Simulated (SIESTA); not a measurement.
Crystal: Au.

```
Au
1.0
     0.00000    2.03500    2.03500
     2.03500    0.00000    2.03500
     2.03500    2.03500    0.00000
Au
1
Direct
  0.00000 0.00000 0.00000
```

Base run:

```yaml
Program: SIESTA 5.4.2
Functional: PBE
Potentials_or_basis: PseudoDojo 0.4 standard (PBE files)
Basis: DZDP (energy shift 0.005 Ry)
Grid_cutoff: 800 Ry
Energy_shift: 0.005 Ry
k_mesh: 11 × 11 × 11
Occupations: fermi-dirac, width 0.05 eV
Spin: no spin polarisation
```

Its results: band gap on the k mesh none (metal or under the smearing width); pressure 10.1 GPa.

**Question.** The run is repeated on the same cell with these changes: basis from DZDP (energy shift 0.005 Ry) to DZP (energy shift 0.003 Ry; two zetas on semicore shells); energy shift from 0.005 Ry to 0.003 Ry. What comes out?

**Answer.** Band gap on the k mesh none (metal or under the smearing width); pressure 12.3 GPa.

Caveats: the basis of atomic orbitals isn't converged, which shifts pressures, moduli and gaps; semicore shells carry a single zeta, which can move pressures by several GPa and volumes by a few percent (some runs); short orbitals over semicore shells can move pressures by several GPa (some runs).

Not every run made on this cell is shown here.
